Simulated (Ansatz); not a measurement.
A computed series for SiC: element substitutions

Take SiC in the zinc blende structure (space group F-43m, No. 216; a = 4.3797 Å) as the base.

Each row replaces one element on all its sites; cell and atoms are relaxed.

Levels (all Ansatz, an electronic-structure program, PAW, earlier PAW set): PBE (420 eV, no spin-orbit coupling); r2SCAN (500 eV, no spin-orbit coupling).

The base cell above is that of PBE; each level relaxes its own structures.

```
case     volume per atom, PBE  volume per atom, r2SCAN
-------  --------------------  -----------------------
C → Pb               31.03 Å³                 29.93 Å³
Si → Mg              16.24 Å³                 16.00 Å³
Si → Pb              19.14 Å³                 18.63 Å³
```

PBE lies above r2SCAN in every row, by 0.24 Å³ to 1.10 Å³. They put the cases in the same order.

Stability against distortions was not tested. As relaxed here, PbSi, MgC and PbC are hypothetical phases, not in the database extracts checked. All final runs are without spin polarisation.
